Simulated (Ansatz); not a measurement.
# CsPbCl3 (Pm-3m): a soft mode frozen in, part 2 of 2

Wanted: the energy along a soft mode of CsPbCl3 (Pm-3m) and the structure at the end.

Ansatz 0.2.0; DFT PBEsol, scalar-relativistic, plane waves, PAW; PAW set soft_1.

So far, highest frequency on the path or at a solved wavevector (cm⁻¹): step 2 (response at finite wavevector) 263. Also lowest frequency on the path (cm⁻¹): step 2 -47.9.

**6. Relaxation from the frozen mode**

Starting from the lowest point found, all atoms and the cell are let go, so that strain and other modes of the same symmetry can join in.

input.yaml reads:

```yaml
crystal:
  lattice:
    - [5.6186639858, 5.6186639858, 0.0]
    - [5.6186639858, 0.0, 5.6186639858]
    - [5.6186639858, 0.0, -5.6186639858]
  atoms:
    - { symbol: Cs, position: [0.0, 0.0, 0.0] }
    - { symbol: Cs, position: [0.0, 0.5, 0.5] }
    - { symbol: Pb, position: [0.5, 0.25, 0.75] }
    - { symbol: Pb, position: [0.5, 0.75, 0.25] }
    - { symbol: Cl, position: [0.5566323333, 0.0, 0.0] }
    - { symbol: Cl, position: [0.4433676667, 0.5, 0.5] }
    - { symbol: Cl, position: [0.5566323333, -0.0566323333, 0.5] }
    - { symbol: Cl, position: [0.4433676667, 0.5566323333, 0.0] }
    - { symbol: Cl, position: [0.0, 0.4433676667, 0.0] }
    - { symbol: Cl, position: [0.0, 0.0566323333, 0.5] }
kpoints:
  mp_grid: { grid: [6, 6, 6] }
hamiltonian:
  xc: pbesol
  pseudopotentials: { kind: paw, azcp: { folder: soft_1 }, xc_functional: pbe }
scf:
  occupations: { method: fixed }
output:
  forces: true
  stress: true
  eigenvalues: true
  write_density: true
  write_potential: true
  elf: true
  volumetric_format: npy
relax:
  adjacent_minimum: "off"
  f_tol: 0.002
  max_steps: 120
  cell: { stress_tol: 0.03 }
```

On the command line:

```bash
> ansatz run input.yaml --threads 4 --pin off --max-ram 10240MiB --backend cpu --events-out ev --progress --plain --runs-dir out
```

Numbers of over 12 decimals in the logs are rounded to 6 here.

What it wrote:

```text
[...]
Crystal: 10 atoms, lattice volume = 354.756 Å³
Basis set: ecut = 420 eV, 6879 PW (Γ), exchange–correlation on 108×108×108 points (8 copies of the dense FFT grid, shifted against one another)
Bands: 54, of which v1, the nominal top of the filled ones, is band 44 counted from 1 (43 counted from 0)
Symmetry: 12 space group operations
[...]
k-points: 32 of 216
[...]
SCF iter   1: F=—  HF=-41068.480341 eV  |F-HF|=—  |Δ(HF+E_count)|=         —  Δρ=2.46e-2  dr2=5.02e0  ethr=3.10e-3  ⟨swp⟩=6.2  Hψ=6647  notcnv=0  defer=219
[...]
SCF iter   8: F=-41066.066252 eV  HF=-41066.066252 eV  |F-HF|=9.89e-9  |Δ(HF+E_count)|=   6.08e-8  Δρ=1.68e-6  dr2=1.15e-8  ethr=1.14e-10  ⟨swp⟩=23.6  Hψ=18005  notcnv=0
SCF 1 converged in 8 iterations: F = -41066.066252 eV  dr2 = 1.15e-8
[...]
relax step   1: F+E_penalty+E_count = -41066.06625238 eV  Δ(F+E_penalty+E_count) = +0.000e0 eV  max|allowed force component| = 1.091e-2 eV/Å  Δτ_max = 0.0000 Å  P = -0.410 GPa  Ω = 354.756 Å³  (8 SCF iters, dr2 threshold 1.00e-7 eV, accepted)
Crystal: 10 atoms, lattice volume = 350.554 Å³
Basis set: ecut = 420 eV, 6855 PW (Γ), exchange–correlation on 108×108×108 points (8 copies of the dense FFT grid, shifted against one another)
[...]
iter 1 solved again at ethr=1.17e-6 eV; its pass at ethr=3.10e-3 eV (dr2=1.03e-3 eV) is discarded
[...]
SCF iter   5: F=-41066.077441 eV  HF=-41066.077441 eV  |F-HF|=6.30e-8  |Δ(HF+E_count)|=   8.43e-7  Δρ=3.10e-6  dr2=2.86e-8  ethr=9.84e-10  ⟨swp⟩=21.7  Hψ=17795  notcnv=0
SCF 2 converged in 5 iterations: F = -41066.077441 eV  dr2 = 2.86e-8
relax step   2: F+E_penalty+E_count = -41066.07744077 eV  Δ(F+E_penalty+E_count) = -1.119e-2 eV  max|allowed force component| = 1.322e-2 eV/Å  Δτ_max = 0.0106 Å  P = -0.146 GPa  Ω = 350.554 Å³  energy of the carried Pulay correction = +1.989e-4 eV  (5 SCF iters, dr2 threshold 8.66e-7 eV, accepted)
Crystal: 10 atoms, lattice volume = 346.020 Å³
Basis set: ecut = 420 eV, 6741 PW (Γ), exchange–correlation on 108×108×108 points (8 copies of the dense FFT grid, shifted against one another)
[...]
SCF iter   6: F=-41066.086663 eV  HF=-41066.086663 eV  |F-HF|=9.09e-10  |Δ(HF+E_count)|=   5.13e-7  Δρ=2.82e-6  dr2=2.62e-8  ethr=2.66e-10  ⟨swp⟩=22.0  Hψ=17691  notcnv=0
the search or the solves at the SCF's close seem to have found levels that the self-consistency loop had missed (the run counts 1). By its estimate they hold under 1e-12 electrons; where the run keeps them, the occupations were computed again with them
SCF 3 converged in 6 iterations: F = -41066.086663 eV  dr2 = 2.62e-8
[...]
relax step   3: F+E_penalty+E_count = -41066.08666251 eV  Δ(F+E_penalty+E_count) = -9.222e-3 eV  max|allowed force component| = 7.610e-3 eV/Å  Δτ_max = 0.0382 Å  P = +0.090 GPa  Ω = 346.020 Å³  energy of the carried Pulay correction = +4.181e-4 eV  (6 SCF iters, dr2 threshold 2.34e-7 eV, accepted)
[...]
relax step   4: F+E_penalty+E_count = -41066.08863896 eV  Δ(F+E_penalty+E_count) = -1.976e-3 eV  max|allowed force component| = 5.649e-3 eV/Å  Δτ_max = 0.0129 Å  P = +0.034 GPa  Ω = 346.007 Å³  energy of the carried Pulay correction = +4.187e-4 eV  (5 SCF iters, dr2 threshold 4.65e-8 eV, accepted)
[...]
relax step   5: F+E_penalty+E_count = -41066.08892814 eV  Δ(F+E_penalty+E_count) = -2.892e-4 eV  max|allowed force component| = 2.775e-4 eV/Å  Δτ_max = 0.0108 Å  P = -0.003 GPa  Ω = 346.220 Å³  energy of the carried Pulay correction = +4.083e-4 eV  (6 SCF iters, dr2 threshold 2.97e-9 eV, accepted)
[...]
SCF iter   4: F=-41066.088565 eV  HF=-41066.088565 eV  |F-HF|=1.09e-10  |Δ(HF+E_count)|=   2.49e-8  Δρ=1.10e-7  dr2=1.48e-11  ethr=1.00e-12  ⟨swp⟩=19.7  Hψ=16298  notcnv=0
SCF 6 converged in 4 iterations: F = -41066.088565 eV  dr2 = 1.48e-11
relax step   6: F+E_penalty+E_count = -41066.08856465 eV  Δ(F+E_penalty+E_count) = +3.635e-4 eV  max|allowed force component| = 2.792e-4 eV/Å  Δτ_max = 0.0000 Å  P = -0.003 GPa  Ω = 346.220 Å³  stress off target by 7.25e-3 GPa  SCF on the basis re-selected at this cell (its energy is not comparable with the rows above)  (4 SCF iters)
basis re-selected at this cell: Δ(F+E_penalty+E_count) = +3.635e-4 eV, ΔP = -0.000 GPa vs the last step (what re-selecting the basis moved, of the pressure what is left beyond the Pulay correction that the steps carried, after the strain that the cell walked since its last selection, with what the two solves' SCF thresholds leave and, on support functions, any second-order correction that the steps lacked; it is no m [...]
SCF converged after 4 iterations
Free energy (F): -41066.088565 eV
[...]
Internal energy: -41066.088565 eV  (E = F + TS)
E sigma→0 (E₀):  -41066.088565 eV
Fermi energy:    3.778229 eV
[...]
--- Forces (eV/Å), atoms counted from 1 ---
  atom   1  Cs     0.00000000     0.00000000     0.00000000
  atom   2  Cs    -0.00000000    -0.00000000    -0.00000000
  atom   3  Pb    -0.00000000     0.00000000    -0.00000000
  atom   4  Pb     0.00000000     0.00000000     0.00000000
  atom   5  Cl     0.00027923     0.00027923    -0.00000000
  atom   6  Cl    -0.00027923    -0.00027923     0.00000000
  atom   7  Cl     0.00000000     0.00027923    -0.00027923
  atom   8  Cl    -0.00000000    -0.00027923     0.00027923
  atom   9  Cl    -0.00027923    -0.00000000    -0.00027923
  atom  10  Cl     0.00027923     0.00000000     0.00027923
  max |Σ_I F_I| component: 7.05e-19 eV/Å
--- Stress (GPa, compression-positive) ---
       -0.003402       0.001925       0.001925
        0.001925      -0.003402      -0.001925
        0.001925      -0.001925      -0.003402
  P = ⅓ Tr σ = -0.0034 GPa (-0.034 kbar)
--- Band table (eV; the first three rows and the last of 32) ---
  k-point 0: bands = [... 40 lower, 1.8326, 1.8326, 1.9077, 3.7782, 5.8969, 6.0328, 6.0328, 7.6612, ... 6 higher]
  k-point 1: bands = [... 40 lower, 1.7671, 1.7671, 1.9268, 3.4440, 6.2387, 6.3006, 6.3006, 7.8353, ... 6 higher]
  k-point 2: bands = [... 40 lower, 1.6603, 1.6603, 1.9790, 2.7883, 6.9497, 6.9807, 6.9807, 8.0527, ... 6 higher]
  k-point 31: bands = [... 40 lower, 1.7377, 1.7377, 2.4200, 2.4200, 6.7895, 6.7895, 7.8150, 7.8150, ... 6 higher]
--- Relaxed structure (5 steps of the walk, 5 accepted, 1 SCFs on fresh bases) ---
  F+E_penalty+E_count = -41066.08856465 eV   max|allowed force component| = 2.792e-4 eV/Å   (the final SCF, on the basis selected at the relaxed cell)
  cell:  # Å, volume = 346.2201 Å³
    - [5.643841, 5.643841, 0.0]
    - [5.643841, 0.0, 5.643841]
    - [5.504389, 0.139452, -5.504389]
  atoms:
    - { symbol: Cs, position: [1.3893437410787158e-19, 0, -1.0034149241124056e-19] }
    - { symbol: Cs, position: [4.87890977618477e-19, 0.5, 0.500000] }
    - { symbol: Pb, position: [0.5, 0.250000, 0.750000] }
    - { symbol: Pb, position: [0.500000, 0.75, 0.250000] }
    - { symbol: Cl, position: [0.565769, -2.6946139284295393e-19, 2.834697129930452e-19] }
    - { symbol: Cl, position: [0.434231, 0.500000, 0.500000] }
    - { symbol: Cl, position: [0.565769, -0.065769, 0.5] }
    - { symbol: Cl, position: [0.434231, 0.565769, 0.0] }
    - { symbol: Cl, position: [8.673617379884035e-19, 0.434231, 0.0] }
    - { symbol: Cl, position: [8.673617379884035e-19, 0.065769, 0.5] }
```

It took 77 s on 4 threads of Arm Neoverse V1, shared host; peak memory 1.1 GiB.

The steps of the relaxation:

```csv
step,energy less that of the first step (eV),largest force component (eV/Å),pressure (GPa),volume (Å³)
1,0.0000,0.0109,-0.41,354.76
2,-0.0112,0.0132,-0.15,350.55
3,-0.0204,0.0076,0.09,346.02
4,-0.0224,0.0056,0.03,346.01
5,-0.0227,0.0003,0.00,346.22
6*,-0.0223,0.0003,0.00,346.22
```

Relaxation steps marked * repeat the geometry before them on a plane-wave basis chosen anew for their cell, so energy and pressure can jump there.

Forces are held to the 12 operations that the run works with; a distortion that breaks them can't arise in this run.

| conventional cell, symmetrised | before | after | change |
| --- | --- | --- | --- |
| a (Å) | 7.946 | 7.982 | +0.4 % |
| b (Å) | 7.946 | 7.982 | +0.4 % |
| c (Å) | 19.464 | 18.826 | -3.3 % |
| volume (Å³/atom) | 35.48 | 34.62 | -2.4 % |

The atoms that moved most (Å, as changes of fractional coordinates times the final cell):

```
atom      dx      dy      dz  length
 Cl7   0.000   0.052  -0.052   0.073
Cl10   0.052   0.000   0.052   0.073
 Cl5   0.052   0.052   0.000   0.073
 Cl9  -0.052   0.000  -0.052   0.073
 Cl8   0.000  -0.052   0.052   0.073
 Cl6  -0.052  -0.052   0.000   0.073
```

The relaxed structure:

```cif
data_structure
_symmetry_space_group_name_H-M 'P 1'
_symmetry_Int_Tables_number 1
_cell_length_a 7.9816
_cell_length_b 7.9816
_cell_length_c 7.7856
_cell_angle_alpha 90.000
_cell_angle_beta 59.164
_cell_angle_gamma 60.000
_cell_volume 346.22
loop_
_atom_site_label
_atom_site_type_symbol
_atom_site_fract_x
_atom_site_fract_y
_atom_site_fract_z
_atom_site_occupancy
Cs1 Cs 0.00000 0.00000 0.00000 1
Cs2 Cs 0.00000 0.50000 0.50000 1
Pb3 Pb 0.50000 0.25000 0.75000 1
Pb4 Pb 0.50000 0.75000 0.25000 1
Cl5 Cl 0.56577 0.00000 0.00000 1
Cl6 Cl 0.43423 0.50000 0.50000 1
Cl7 Cl 0.56577 0.93423 0.50000 1
Cl8 Cl 0.43423 0.56577 0.00000 1
Cl9 Cl 0.00000 0.43423 0.00000 1
Cl10 Cl 0.00000 0.06577 0.50000 1
```

Numbers from this step:

* pressure: -0.003402 GPa
* gap on the k-mesh: 2.119 eV
* volume per atom: 34.62 Å³

Electrostatic potential energy in the ac plane of the conventional cell at fractional y = 0.333, with atoms of Cs and Pb and Cl within 0.2 Å of it. With pseudopotentials it is smooth inside the atoms' cores, unlike the true potential.

Ten even steps from '_' (-34 eV) to '@' (9 eV), each cell a mean:
```
@@@@@@@@@@@@@@@@@@@@@@@@@@@@@@@@@@@@@@@@@@@@
@@@@@@@@@@@@%%**==++%%@@@@@@@@@@@@@@@@@@@@@@
@@@@@@@@@@@@@@##++**%%@@%%**++++##%%@@@@@@@@
@@@@@@@@@@@@@@@@@@@@@@##--________==%%@@@@@@
@@@@@@@@@@@@@@@@@@@@@@%%==______..++%%@@@@@@
##@@@@@@@@@@@@@@@@@@@@@@%%%%####%%@@@@##++==
%%@@@@@@@@@@@@@@@@@@@@@@@@@@@@@@@@@@@@%%****
@@@@@@@@@@@@@@@@@@@@@@@@@@@@@@@@@@@@@@@@@@@@
@@@@@@@@%%%%%%@@@@@@@@@@%%******##%%@@@@@@@@
@@@@%%--____..++@@@@@@##==--------++%%@@@@@@
@@@@@@++....::**@@@@@@%%++--------++%%@@@@@@
@@@@@@@@@@@@@@@@@@@@@@@@%%######%%%%@@@@@@@@
@@@@@@@@@@@@@@@@@@@@@@@@@@@@@@@@@@@@@@@@@@@@
##@@@@@@@@@@@@@@@@@@@@@@@@@@@@@@@@@@@@##++==
%%@@@@@@@@@@@@@@@@@@@@@@%%**++++##%%@@%%****
@@@@@@@@@@@@@@@@@@@@@@##--________==%%@@@@@@
@@@@@@@@@@@@@@@@@@@@@@%%==______..++%%@@@@@@
@@@@@@@@@@@@@@**==++%%@@%%%%####%%@@@@@@@@@@
@@@@@@@@@@@@@@##****%%@@@@@@@@@@@@@@@@@@@@@@
@@@@@@@@@@@@@@@@@@@@@@@@@@@@@@@@@@@@@@@@@@@@
@@%%%%%%@@@@@@@@@@@@@@@@%%******##%%@@@@@@@@
==______++@@@@@@@@@@@@##==--------++%%@@@@@@
++....::**@@@@@@@@@@@@##++--------++%%@@@@@@
@@@@@@@@@@@@@@@@@@@@@@@@%%######%%%%@@@@@@@@
```
Columns run along a (8.0 Å; values clipped at the 3rd and 97th percentile), rows up along c (18.8 Å), edges of the conventional cell, whose origin can differ from the input's. Atoms in or near the plane, at fractional coordinates: Cs at (0.67, 0.08), Cs at (0.67, 0.58), Pb at (0.67, 0.83), Pb at (0.67, 0.33), Cl at (0.10, 0.08), Cl at (0.23, 0.58).

Valence density in the ac plane of the conventional cell at fractional y = 0.333, with atoms of Cs and Pb and Cl within 0.2 Å of it. It is the smooth field of the valence electrons, not physical close to the nuclei.

Ten steps, logarithmic in the rise over the least value, from '0' (0.0 e/Å³) to '9' (5.5 e/Å³), each cell a mean:
```
0000012233210000000000
0000124566431100011110
0000024565433455421110
0000001222236899853100
2100000000135899753333
5420000001112344323566
5320000000100000013456
2100000000000000001122
0123444310013455431000
0246767632136645653100
0246766531135655653100
0012333210012344321000
2110000000000000001233
5420000001110000123566
5320000001123455433556
1100000001136899853222
0000012233235899752100
0000124566532344321110
0000124565421000000100
0000001222110000000000
3444310000013455431001
6767641000146645653124
6767531000135655653123
2333210000012344321001
```
Columns run along a (8.0 Å), rows up along c (18.8 Å), edges of the conventional cell, whose origin can differ from the input's. Atoms in or near the plane, at fractional coordinates: Cs at (0.67, 0.08), Cs at (0.67, 0.58), Pb at (0.67, 0.83), Pb at (0.67, 0.33), Cl at (0.10, 0.08), Cl at (0.23, 0.58).

ELF in the ac plane of the conventional cell at fractional y = 0.333, with atoms of Cs and Pb and Cl within 0.2 Å of it. It is the smooth field of the valence electrons, not physical close to the nuclei.

Ten even steps from '_' (0.01) to '@' (0.88), each cell a mean:
```
__________..==**####++::____________________
________..++%%@@@@@@@@**::__________..::--::
________..++%%@@@@@@##==::--====--......::..
__________..--====--::::==--....--==::______
**==::________________::==--::::==--::--++**
@@%%++..______..::::......::----::::++%%@@@@
@@##==..________::::::..__________--##@@@@@@
==::____......____________......____::==**++
__..==**%%%%%%**--____--**%%@@@@%%**::______
::**@@@@##**%%@@##::..##@@%%++++@@@@%%--____
..++%%@@%%##@@@@##::..##@@@@**##@@@@##::____
____::++**##**++::____..++##%%%%**==..______
**--..____________________________..--**####
@@%%==..________::--::..__________--##@@@@@@
@@%%++..________..::....::--====--::==%%@@@@
==--..______________..--==--....--==::::--==
__________::++****++--::==--::::====::______
________::**@@@@@@@@%%==::::----::....::::::
________..++%%@@@@@@@@**::__________..::::..
__....______::==**++==..____....____________
##%%%%##**--..________--**%%@@@@%%**::__..==
@@%%**%%@@%%++..____==%%@@%%++++@@@@**..--%%
@@%%##%%@@%%==..____--%%@@@@**##@@@@++..--%%
++**##**==::__________::==##%%%%**==..____--
```
Columns run along a (8.0 Å), rows up along c (18.8 Å), edges of the conventional cell, whose origin can differ from the input's. Atoms in or near the plane, at fractional coordinates: Cs at (0.67, 0.08), Cs at (0.67, 0.58), Pb at (0.67, 0.83), Pb at (0.67, 0.33), Cl at (0.10, 0.08), Cl at (0.23, 0.58).

The distorted start has space group R-3c; the relaxation ends in R-3c.

**7. The new phase in its own primitive cell**

The relaxed structure is symmetrised, reduced to its primitive cell and relaxed tightly, as its phonons need.

input.yaml reads:

```yaml
crystal:
  lattice:
    - [3.9907984335, 2.3040885499, 6.275408913]
    - [-3.9907984335, 2.3040885499, 6.275408913]
    - [0.0, -4.6081770997, 6.275408913]
  atoms:
    - { symbol: Cs, position: [0.75, 0.75, 0.75] }
    - { symbol: Cs, position: [0.25, 0.25, 0.25] }
    - { symbol: Pb, position: [0.5, 0.5, 0.5] }
    - { symbol: Pb, position: [0.0, 0.0, 0.0] }
    - { symbol: Cl, position: [0.3157690529, 0.75, 0.1842309471] }
    - { symbol: Cl, position: [0.6842309471, 0.25, 0.8157690529] }
    - { symbol: Cl, position: [0.25, 0.8157690529, 0.6842309471] }
    - { symbol: Cl, position: [0.75, 0.1842309471, 0.3157690529] }
    - { symbol: Cl, position: [0.1842309471, 0.3157690529, 0.75] }
    - { symbol: Cl, position: [0.8157690529, 0.6842309471, 0.25] }
kpoints:
  mp_grid: { grid: [6, 6, 6] }
hamiltonian:
  xc: pbesol
  pseudopotentials: { kind: paw, azcp: { folder: soft_1 }, xc_functional: pbe }
scf:
  occupations: { method: fixed }
output:
  forces: true
  stress: true
  eigenvalues: true
relax:
  adjacent_minimum: "off"
  f_tol: 0.001
  max_steps: 60
  cell: { stress_tol: 0.01 }
```

What it wrote:

```text
[...]
Crystal: 10 atoms, lattice volume = 346.220 Å³
Basis set: ecut = 420 eV, 6735 PW (Γ), exchange–correlation on 108×108×108 points (8 copies of the dense FFT grid, shifted against one another)
Bands: 54, of which v1, the nominal top of the filled ones, is band 44 counted from 1 (43 counted from 0)
Symmetry: 12 space group operations
[...]
k-points: 32 of 216
[...]
- { symbol: Pb, position: [0.5, 0.5, 0.500000] }
    - { symbol: Pb, position: [0.0, 0.0, 0.0] }
    - { symbol: Cl, position: [0.315769, 0.75, 0.184231] }
    - { symbol: Cl, position: [0.6842309471, 0.25, 0.815769] }
    - { symbol: Cl, position: [0.25, 0.8157690529, 0.6842309471] }
    - { symbol: Cl, position: [0.75, 0.184231, 0.315769] }
    - { symbol: Cl, position: [0.184231, 0.3157690529, 0.750000] }
    - { symbol: Cl, position: [0.8157690529, 0.6842309471, 0.250000] }
[key lines of the parts left out:]
SCF converged after 6 iterations
Free energy (F): -41066.088565 eV
Fermi energy:    3.778229 eV
P = ⅓ Tr σ = -0.0034 GPa (-0.034 kbar)
```

The job ended after 26 s (4 threads; peak memory 1 GiB; 1.7 min of CPU time).

Little changed from the start: no atom moved by 0.005 Å and no cell edge by 0.1 %.

Numbers from this step:

* direct gap on mesh: 2.119 eV

The largest force component left is 0.39 meV/Å and the pressure is -0.003 GPa, within the tolerances set. The cell now holds 34.62 Å³/atom.

**8. What came out**

```json
{
  "unstable mode of the parent": "q = (-0.5, -0.5, -0.5), 48i cm⁻¹",
  "depth at the lowest point sampled": "10.2 meV/atom",
  "largest atomic shift at that point": "0.45 Å",
  "space group reached (within 0.01 Å)": "R-3c",
  "energy gained over the parent (first relaxation, on the mesh of the frozen mode)": "12.4 meV/atom",
  "volume per atom, phase reached": "34.6 Å³",
  "gap on the k-mesh, phase reached": "2.12 eV"
}
```

In words: Along this mode the structure falls into R-3c, 12.4 meV/atom below the parent. At the parent's cell the well is 10.16 meV/atom deep on the steps tried, with its lowest point at a shift of 0.45 Å. Relaxing atoms and cell changes the gain by +2.23 meV/atom against the lowest step (energies at zero smearing). The modes of the phase reached were not computed on this path. Of the 4 patterns followed to their end from this parent, this one ends 2.12 meV/atom above the lowest, I4/mcm. Each path keeps the symmetry of its pattern, so a lower phase may lie along a pattern not tried. Spin-orbit coupling is left out, which can matter for the heavy elements here. The PAW files were made for PBE and serve the other functionals too.

[Logs are printed without paths, hosts, clocks, repeated set-up lines and the standing remarks that a program may print on its own settings, such as how far it seeks lower states.]

[Hosts, paths, dates, database ids (printed as entryN), source tags and the programs' standing remarks are cut or masked in the printed files.]
